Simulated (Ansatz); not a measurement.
`CCc1ncc[nH]1` + H₂ → `c1c[nH]cn1` + `CC` at 400 K and 1 bar (hydrogenolysis of a C–C bond).

Calculated with Ansatz (gas phase, PBE0-D4/def2-TZVP geometries, no zero-point term in ΔE). CCSD(T)/CBS is the MP2 limit (def2-TZVPP, def2-QZVPP) plus CCSD(T) − MP2 in def2-TZVPP, frozen cores. This one scheme is used for every species. One conformer a species, not always the lowest.

```csv
species,CCSD(T)/CBS energy (Eh),H − E (kJ/mol),S (J/(mol·K))
`CCc1ncc[nH]1`,-304.48018,369.1,385.2
H₂,-1.17544,38.0,139.0
`c1c[nH]cn1`,-225.95095,208.1,294.1
`CC`,-79.71954,213.5,244.3
```

H − E and S are ideal-gas, rigid-rotor, harmonic terms from PBE0-D4/def2-TZVP, for one conformer and one mirror image of each species. For small species the MP2-based limit differs from directly extrapolated CCSD(T) by up to some mEh (0.8 for H₂); such offsets cancel only in part. 1 Eh = 2625.50 kJ/mol, R = 8.31446 J/(mol·K).

Question: By hand: ΔE, ΔH, ΔS and ΔG.

Answer: ΔE = (-225.95095) + (-79.71954) − (-304.48018) − (-1.17544) = -0.01487 Eh = -39.0 kJ/mol. Δ(H − E) = 208.1 + 213.5 − 369.1 − 38.0 = 14.5, so ΔH = -24.5 kJ/mol. ΔS = 294.1 + 244.3 − 385.2 − 139.0 = 14.2 J/(mol·K). ΔG = -24.5 − 400 × (14.2)/1000 = -30.2 kJ/mol.

Question: By hand: the equilibrium constant, and the temperature at which ΔG would vanish if ΔH and ΔS stayed fixed.

Answer: log₁₀ K = −ΔG/(RT ln 10) = 3.9. ΔH and −TΔS have one sign here, so there is no such temperature.

The number of gas molecules stays the same, so ΔS is small and ΔH decides. A doubt of 5 kJ/mol in ΔE shifts log₁₀ K by 0.7 here. Other conformers and mirror images would add mixing entropy, several J/(mol·K) or more a flexible species. Modes under 60 cm⁻¹, often nearly free rotors, make the harmonic entropy too high. These are equilibria of isolated gas molecules and say nothing of rates. Largest T1 diagnostic: 0.012 (customary marks: 0.02 for closed shells, 0.045 for open ones).
